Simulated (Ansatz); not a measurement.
GaN (started from an entry of an open crystallographic database), relaxed with r2SCAN in Ansatz. It is hexagonal, P6_3mc (No. 186); a = 3.183 Å, c = 5.184 Å in the conventional setting, 11.37 Å³ an atom. Around Ga lie 4 N at 1.95 Å; around N lie 4 Ga at 1.95 Å.

The axes x, y and z are those of this cell:
```xyz
4
Lattice="3.1831 0.0000 0.0000 -1.5916 2.7567 0.0000 0.0000 0.0000 5.1836" Properties=species:S:1:pos:R:3 pbc="T T T"
Ga    0.0000    1.8378   -0.0046
Ga    1.5916    0.9189    2.5872
N     0.0000    1.8378    1.9485
N     1.5916    0.9189    4.5403
```

Unstrained: The PBE gap is direct at Γ: 1.934 eV. The r2SCAN gap is direct at Γ: 2.351 eV. The HSE06 gap is direct at Γ: 3.199 eV. Meshes: PBE 12×12×6, r2SCAN 12×12×6, HSE06 6×6×4. Strains are changes of length per length. After each strain the atoms were relaxed again with r2SCAN within the symmetry that the strain leaves, so tilts or polar shifts that break it weren't tested; points keep the names that they have in the unstrained zone. Calculated for a static, non-magnetic cell.

Problem. Apply epitaxial +5.91 % in the xy plane, free normal strain -2.77 %. How far does the gap move, against the unstrained cell?

Solution. PBE: the gap goes from 1.934 to 1.178 eV (-0.756 eV); with r2SCAN the top three valence levels at Γ, grouped 2+1 from the top over 36 meV, become 1+2 over 297 meV. r2SCAN: the gap goes from 2.351 to 1.557 eV (-0.794 eV). HSE06: the gap goes from 3.199 to 2.365 eV (-0.834 eV). The r2SCAN energy rises by 97.2 meV an atom.

Problem. Estimate what isotropic -5.46 % on every length does to the gap.

Solution. PBE: the gap goes from 1.934 to 3.045 eV (+1.111 eV); with r2SCAN the top three valence levels at Γ, grouped 2+1 from the top over 36 meV, become 2+1 over 65 meV. r2SCAN: the gap goes from 2.351 to 3.518 eV (+1.167 eV). HSE06: the gap goes from 3.199 to 4.467 eV (+1.268 eV). The r2SCAN energy rises by 225.4 meV an atom.

Problem. Apply biaxial -4.22 % in x and y, z held. How far does the gap move, against the unstrained cell?

Solution. PBE: the gap goes from 1.934 to 2.264 eV (+0.330 eV); with r2SCAN the top three valence levels at Γ, grouped 2+1 from the top over 36 meV, become 2+1 over 384 meV. r2SCAN: the gap goes from 2.351 to 2.703 eV (+0.352 eV). HSE06: the gap goes from 3.199 to 3.603 eV (+0.404 eV). The r2SCAN energy rises by 68.9 meV an atom.

Problem. Apply uniaxial +4.03 % along z, other directions held. How far does the gap move, against the unstrained cell?

Solution. PBE: the gap goes from 1.934 to 1.506 eV (-0.428 eV); with r2SCAN the top three valence levels at Γ, grouped 2+1 from the top over 36 meV, become 2+1 over 257 meV. r2SCAN: the gap goes from 2.351 to 1.904 eV (-0.447 eV). HSE06: the gap goes from 3.199 to 2.727 eV (-0.472 eV). The r2SCAN energy rises by 22.0 meV an atom.

The meshes of the hybrids are coarse, so their gaps aren't converged to the digits shown.

The splittings at Γ are without spin-orbit coupling, which regroups them where it is of like size or larger.
